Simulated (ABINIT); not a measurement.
Runs of ABINIT 10.8.3 (patched build) on B. It takes space group P4/mmm (No. 123, tetragonal). The conventional cell has a = 2.346 Å, b = 2.346 Å, c = 1.586 Å, α = 90.00°, β = 90.00°, γ = 90.00°. Around B (site symmetry 4/mmm) lie 2 B at 1.59 Å. The cell was built by a generator and needn't be a form met in nature.

```tsv
level	potentials or basis	cutoff (eV)	fine-grid cutoff	gap on the mesh (eV)	pressure (GPa)
PBE	Ansatz NC PBE	1116	-	none	-0.3
PBE	SPMS NC PBE v1.0	816	-	none	(a)
revPBE	JTH PAW PBE v2.0	490	979.61 eV	none	(b)
PBE	PseudoDojo NC SR PBE v0.5 stringent	1034	-	none	-0.5
PBE	SG15 NC PBE v1.2	599	-	none	-2.2
```

Alike in all rows: task single point; no spin polarisation; cell as given; k mesh 11 × 11 × 16; smearing fermi-dirac 0.05 eV.

**Question.** Fill in the values left out.

**Answer.** (a) -1.0; (b) 1.8.

Caveats: the PAW data sets were made with another functional, which shifts forces and pressure a little (some runs).

A k mesh can miss the band edges.

A gap of «none» marks a metal or a gap under the smearing width.

Not every run made on this cell is shown here.
